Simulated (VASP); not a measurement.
# InSb (F-43m) in VASP: phonons with r2SCAN

Aim: the phonons of InSb with r2SCAN.

All numbers are computed with VASP 6.6.1; they aren't measurements. Logs are shortened: lines on timing, memory, paths and dates and some standing lists are left out, and cuts for length are marked.

## Step 1: Starting point

Symmetry: F-43m, No. 216, cubic system. Conventional cell: a = 6.478 Å, b = 6.478 Å, c = 6.478 Å, α = 90.00°, β = 90.00°, γ = 90.00°. In (site symmetry -43m) is surrounded by 4 Sb at 2.81 Å. Sb (site symmetry -43m) has 4 In at 2.81 Å as nearest neighbours.

## Step 2: Phonons, r2SCAN

The input, POSCAR:

```
InSb
1.0
    0.0000000000      3.2391000000      3.2391000000
    3.2391000000      0.0000000000      3.2391000000
    3.2391000000      3.2391000000      0.0000000000
In Sb
1 1
Direct
    0.0000000000      0.0000000000      0.0000000000
    0.2500000000      0.2500000000      0.2500000000
```

The input, INCAR.step1:

```
PREC     = Accurate       # precision mode
ENCUT    = 600            # plane-wave cutoff, eV
EDIFF    = 1E-8           # SCF threshold, eV
ISMEAR   = 0              # smearing method
SIGMA    = 0.02           # smearing width, eV
LREAL    = False          # projectors in reciprocal space
LASPH    = True           # aspherical terms in the spheres
NELM     = 60             # most SCF steps
ALGO     = Normal         # electronic algorithm
ISIF     = 3              # what is computed and relaxed
LWAVE    = False          # write WAVECAR
LCHARG   = False          # write CHGCAR
METAGGA  = R2SCAN         # meta-GGA
LMIXTAU  = True         
IBRION   = 2              # ionic algorithm
NSW      = 40             # ionic steps
EDIFFG   = -0.002         # ionic threshold
```

The input, INCAR.step2:

```
PREC     = Accurate       # precision mode
ENCUT    = 600            # plane-wave cutoff, eV
EDIFF    = 1E-8           # SCF threshold, eV
ISMEAR   = 0              # smearing method
SIGMA    = 0.02           # smearing width, eV
LREAL    = False          # projectors in reciprocal space
LASPH    = True           # aspherical terms in the spheres
NELM     = 60             # most SCF steps
ALGO     = Normal         # electronic algorithm
ISIF     = 2              # what is computed and relaxed
LWAVE    = False          # write WAVECAR
LCHARG   = False          # write CHGCAR
METAGGA  = R2SCAN         # meta-GGA
LMIXTAU  = True         
IBRION   = 6              # ionic algorithm
NFREE    = 2            
POTIM    = 0.015          # step
NSW      = 1              # ionic steps
```

The input, KPOINTS:

```
regular mesh
0
Gamma
  8 8 8
```

Potentials or basis: VASP PAW PBE potentials, release 64 (In_d, Sb).

Run with:

```sh
$ cat potpaw_PBE.64/In_d/POTCAR potpaw_PBE.64/Sb/POTCAR > POTCAR
$ cp INCAR.step1 INCAR
$ mpirun -np 1 vasp_std > vasp.out
$ cp CONTCAR POSCAR
$ cp INCAR.step2 INCAR
$ mpirun -np 1 vasp_std > vasp.out
```

OUTCAR:

```text
PREC = Accurate
   ENCUT = 600
   EDIFF = 1E-8
   ISMEAR = 0
   LREAL = False
   LASPH = True
   NELM = 60
   ISIF = 2
   METAGGA = R2SCAN
   IBRION = 6
   NFREE = 2
   POTIM = 0.015
   NSW = 1

 ion  position               nearest neighbor table
   1  0.000  0.000  0.000-   2 2.84   2 2.84   2 2.84   2 2.84
   2  0.250  0.250  0.250-   1 2.84   1 2.84   1 2.84   1 2.84

  LATTYP: Found a face centered cubic cell.
 ALAT       =     6.5564669937

  Lattice vectors:

 A1 = (   0.0000000000,   3.2782334968,   3.2782334968)
 A2 = (   3.2782334968,   0.0000000000,   3.2782334968)
 A3 = (   3.2782334968,   3.2782334968,   0.0000000000)

Analysis of symmetry for initial positions (statically):
=====================================================================
 Subroutine PRICEL returns:
 Original cell was already a primitive cell.

 Routine SETGRP: Setting up the symmetry group for a
 face centered cubic supercell.

 Subroutine GETGRP returns: Found 24 space group operations
 (whereof 24 operations were pure point group operations)
 out of a pool of 48 trial point group operations.

The static configuration has the point symmetry T_d .

Analysis of symmetry for dynamics (positions and initial velocities):
=====================================================================
 Subroutine PRICEL returns:
 Original cell was already a primitive cell.

 Routine SETGRP: Setting up the symmetry group for a
 face centered cubic supercell.

 Subroutine GETGRP returns: Found 24 space group operations
 (whereof 24 operations were pure point group operations)
 out of a pool of 48 trial point group operations.

The dynamic configuration has the point symmetry T_d .

 Subroutine INISYM returns: Found 24 space group operations
 (whereof 24 operations are pure point group operations),
 and found     1 'primitive' translations

----------------------------------------------------------------------------------------

                                     Primitive cell

  volume of cell :      70.4611

  direct lattice vectors                    reciprocal lattice vectors
     0.000000000  3.278233497  3.278233497    -0.152521167  0.152521167  0.152521167
     3.278233497  0.000000000  3.278233497     0.152521167 -0.152521167  0.152521167
     3.278233497  3.278233497  0.000000000     0.152521167  0.152521167 -0.152521167

  length of vectors
     4.636122272  4.636122272  4.636122272     0.264174411  0.264174411  0.264174411

  position of ions in fractional coordinates (direct lattice)
     0.000000000  0.000000000  0.000000000
     0.250000000  0.250000000  0.250000000

  ion indices of the primitive-cell ions
   primitive index   ion index
                 1           1
                 2           2

----------------------------------------------------------------------------------------

 KPOINTS: regular mesh

Automatic generation of k-mesh.
 Grid dimensions read from file:
 generate k-points for:    8    8    8

 Generating k-lattice:

  Cartesian coordinates                     Fractional coordinates (reciprocal lattice)
    -0.019065146  0.019065146  0.019065146     0.125000000  0.000000000  0.000000000
     0.019065146 -0.019065146  0.019065146     0.000000000  0.125000000  0.000000000
     0.019065146  0.019065146 -0.019065146     0.000000000  0.000000000  0.125000000

  Length of vectors
     0.033021801  0.033021801  0.033021801

  Shift w.r.t. Gamma in fractional coordinates (k-lattice)
     0.000000000  0.000000000  0.000000000

[... 56 lines left out ...]
   ISIF   =      2    stress and relaxation
   ISYM   =      2    0-nonsym 1-usesym 2-fastsym
   POTIM  = 0.0150    time-step for ionic-motion
   TEBEG  =    0.0;   TEEND  =   0.0 temperature during run
   PSTRESS=    0.0 pullay stress
   NELECT =      18.0000    total number of electrons
   NUPDOWN=      -1.0000    fix difference up-down
   EMIN   =  10.00;   EMAX   =-10.00  energy-range for DOS
   EFERMI =   0.00;   METHOD = LEGACY
   ISMEAR =     0;   SIGMA  =   0.02  broadening in eV -4-tet -1-fermi 0-gaus
   EFERMI_NEDOS =   21; number of points for ismear=-14 and -15
   IALGO  =     38    algorithm
   IMIX   =      4    mixing-type and parameters
     AMIX     =   0.40;   BMIX     =  1.00
     AMIX_MAG =   1.60;   BMIX_MAG =  1.00
  volume/ion in A,a.u.               =      35.23       237.75
  Fermi-wavevector in a.u.,A,eV,Ry     =   1.038761  1.962974 14.681028  1.079025
  Thomas-Fermi vector in A             =   2.173261
   LORBIT       =      0    0 simple, 1 ext, 2 COOP (PROOUT), +10 PAW based schemes
   METAGGA = R2SCAN    functional components
   LHFCALC =     F    Hartree Fock is set to
   AEXX    =    0.0000 exact exchange contribution
   IVDW    =     0    specifies the selected vdW correction
   LEPSILON=     F    determine dielectric tensor
   LRPA    =     F    only Hartree local field effects (RPA)
 finite differences with symmetry
 non-spin polarized calculation
 Gauss-broadening in eV      SIGMA  =   0.02
  energy-cutoff  :      600.00
  volume of cell :       70.46
 maximum number of plane-waves:      2397
 NGX is ok and might be reduce to    40
   NGX = 19   NGY = 19   NGZ = 19

--------------------------------------- Ionic step        1  -------------------------------------------

 number of electron      17.9999998 magnetization

 Free energy of the ion-electron system (eV)
  ---------------------------------------------------
  ext. energy  EPLUGINS =         0.00000000
  ---------------------------------------------------
  free energy    TOTEN  =       -48.76534414 eV

  energy without entropy =      -48.76528856  energy(sigma->0) =      -48.76531635

------------------------ aborting loop because EDIFF is reached ----------------------------------------

  FORCE on cell =-STRESS in cart. coord.  units (eV):
  Direction    XX          YY          ZZ          XY          YZ          ZX
  --------------------------------------------------------------------------------------
  -------------------------------------------------------------------------------------
  Total        0.0042795      0.0042795      0.0042795      0.0000000      0.0000000      0.0000000
  in kB        0.0973099      0.0973099      0.0973099      0.0000000      0.0000000      0.0000000
  external PRESSURE =       0.0973099 kB  Pullay stress =       0.0000000 kB
[... 131 lines left out ...]
--------------------------------------- Ionic step        5  -------------------------------------------

 number of electron      17.9999998 magnetization

 Free energy of the ion-electron system (eV)
  ---------------------------------------------------
  ext. energy  EPLUGINS =         0.00000000
  ---------------------------------------------------
  free energy    TOTEN  =       -48.76464130 eV

  energy without entropy =      -48.76459649  energy(sigma->0) =      -48.76461890

 E-fermi :   4.5761     XC(G=0):  -9.0829

 val. band max:        4.5709301363   @ k =   0.0000   0.0000   0.0000
 cond. band min:       4.5803188000   @ k =   0.0000   0.0000   0.0000
 fundamental gap:      0.0093886636
 Fermi energy:         4.5760724848

 k-point     1 :       0.0000    0.0000    0.0000
  band No.  band energies     occupation
      1     -10.4774      2.00000
      2     -10.4756      2.00000
      3     -10.4737      2.00000
      4     -10.3842      2.00000
      5     -10.3842      2.00000
      6      -6.3425      2.00000
      7       4.5170      1.99997
      8       4.5481      1.95219
      9       4.5709      1.28386
     10       4.5803      0.76398
     11       7.7460      0.00000
     12       7.7699      0.00000
     13       7.7959      0.00000
[... 354 lines left out ...]
  band No.  band energies     occupation
      1     -10.5298      2.00000
      2     -10.4513      2.00000
      3     -10.4454      2.00000
      4     -10.3882      2.00000
      5     -10.3825      2.00000
      6      -4.7003      2.00000
      7      -1.0528      2.00000
      8       1.9267      2.00000
      9       2.9552      2.00000
     10       7.0331      0.00000
     11       8.3062      0.00000
     12       9.8805      0.00000
     13      11.0397      0.00000

 [... further k-points ...]
[... 5 lines left out ...]
  --------------------------------------------------------------------------------------
  -------------------------------------------------------------------------------------
  Total        0.0149964      0.0116758      0.0116758      0.0000000      0.1061432      0.0000000
  in kB        0.3409950      0.2654893      0.2654893      0.0000000      2.4135319      0.0000000
  external PRESSURE =       0.2906579 kB  Pullay stress =       0.0000000 kB
[... 17 lines left out ...]
  FREE ENERGIE OF THE ION-ELECTRON SYSTEM (eV)
  ---------------------------------------------------
  free  energy   TOTEN  =       -48.7646413016 eV

  energy  without entropy=      -48.7645964926  energy(sigma->0) =      -48.76461890

 INTERNAL STRAIN TENSORS FROM DISPLACED ATOMS
 ============================================

 INTERNAL STRAIN TENSOR FOR ION    1 for displacements in x,y,z  (eV/Angst):
          X           Y           Z          XY          YZ          ZX
  --------------------------------------------------------------------------------
  x    -0.00000     0.00000     0.00000     0.00000     7.07527     0.00000
  y    -0.00000    -0.00000    -0.00000     0.00000     0.00000     7.07527
  z     0.00000     0.00000    -0.00000     7.07527     0.00000     0.00000

 INTERNAL STRAIN TENSOR FOR ION    2 for displacements in x,y,z  (eV/Angst):
          X           Y           Z          XY          YZ          ZX
  --------------------------------------------------------------------------------
  x    -0.00000     0.00000     0.00000     0.00000    -7.07372     0.00000
  y    -0.00000    -0.00000    -0.00000     0.00000     0.00000    -7.07372
  z     0.00000     0.00000    -0.00000    -7.07372     0.00000     0.00000

 Eigenvectors and eigenvalues of the dynamical matrix
 ----------------------------------------------------

   1 f  =    5.106935 THz    32.087819 2PiTHz  170.349016 cm-1    21.120577 meV
             X         Y         Z           dx          dy          dz
      0.000000  0.000000  0.000000     0.000000    0.717100    0.000000
      1.639117  1.639117  1.639117     0.000000   -0.696971    0.000000
[... 21 lines left out ...]
   6 f/i=    0.002121 THz     0.013324 2PiTHz    0.070737 cm-1     0.008770 meV
             X         Y         Z           dx          dy          dz
      0.000000  0.000000  0.000000     0.000000    0.000000   -0.696971
      1.639117  1.639117  1.639117     0.000000    0.000000   -0.717100

 ELASTIC MODULI CONTR FROM IONIC RELAXATION (kBar)
 Direction    XX          YY          ZZ          XY          YZ          ZX
 --------------------------------------------------------------------------------
 XX          -0.0000     -0.0000     -0.0000      0.0000      0.0000     -0.0000
 YY          -0.0000     -0.0000     -0.0000      0.0000      0.0000      0.0000
 ZZ          -0.0000     -0.0000     -0.0000      0.0000      0.0000     -0.0000
 XY           0.0000      0.0000      0.0000   -180.4661     -0.0000      0.0000
 YZ           0.0000      0.0000      0.0000     -0.0000   -180.4661      0.0000
 ZX          -0.0000      0.0000     -0.0000      0.0000      0.0000   -180.4661
 --------------------------------------------------------------------------------
```

It took 36 min on 1 thread of AMD EPYC 9R14 (Zen 4), shared host; peak memory 0.35 GiB.

Results:

```
Relaxed volume                                          : 35.23 Å³/atom
Relaxed cell                                            : a = 4.636 Å, b = 4.636 Å, c = 4.636 Å, α = 60.00°, β = 60.00°, γ = 60.00°
Space group after relaxing (to 0.05 Å)                  : F-43m (No. 216)
Highest phonon frequency at Γ, LO-TO splitting left out : 170 cm⁻¹
```

Step by step:
| step | energy change (eV) | largest force (eV/Å) | pressure (GPa) | volume (Å³) |
| --- | --- | --- | --- | --- |
| 1 | 0.0000 | 0.0000 | 1.71 | 67.97 |
| 2 | -0.0104 | 0.0000 | -0.64 | 71.60 |
| 3 | -0.0127 | 0.0000 | 0.01 | 70.46 |

Final structure:
```yaml
crystal:
  lattice:
    - [0.00000, 3.27823, 3.27823]
    - [3.27823, 0.00000, 3.27823]
    - [3.27823, 3.27823, 0.00000]
  atoms:
    - { symbol: In, position: [0.00000, 0.00000, 0.00000] }
    - { symbol: Sb, position: [0.25000, 0.25000, 0.25000] }
```

Phonon frequencies in cm⁻¹ (negative: imaginary):
| q point | frequencies |
| --- | --- |
| (0.000, 0.000, 0.000) | 0 0 0 170 170 170 |

Caveat: the PAW data sets were made with another functional, which shifts forces and pressure a little. The run has no spin-orbit coupling, so splittings on Sb are missing.
